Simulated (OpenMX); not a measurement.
Runs of OpenMX 3.8.5 on GaAs. Symmetry: P4/mmm, No. 123, tetragonal system. The conventional cell has a = 3.810 Å, b = 3.810 Å, c = 2.739 Å, α = 90.00°, β = 90.00°, γ = 90.00°. Ga (site symmetry 4/mmm) has 4 As at 2.69 Å and 2 Ga at 2.74 Å as nearest neighbours. Around As (site symmetry 4/mmm) lie 4 Ga at 2.69 Å and 2 As at 2.74 Å. The cell was built by a generator and needn't be a form met in nature.

| level | gap on the mesh (eV) | pressure (GPa) |
| --- | --- | --- |
| PBE+D4 | none | (a) |
| PBE | none | 1.6 |
| PBE+D3(BJ) | none | -1.3 |
| PBE+D3 | none | 0.3 |

Alike in all rows: task single point; potentials or basis OpenMX 2013 PBE set, Ga7.0-s3p2d2, As7.0-s3p2d2, grid cutoff 500 Ry; no spin polarisation; cell as given; k mesh 5 × 5 × 7; smearing fermi-dirac 0.05 eV.

Question: Estimate the missing entries.

Answer: (a) -1.9.

Caveats: the basis of atomic orbitals isn't converged, which shifts pressures, moduli and gaps; pairwise dispersion overbinds metals, which lowers pressure and volume (some runs).

A k mesh can miss the band edges, and the runs leave out spin-orbit coupling on As, Ga.

A gap of «none» marks a metal or a gap under the smearing width.
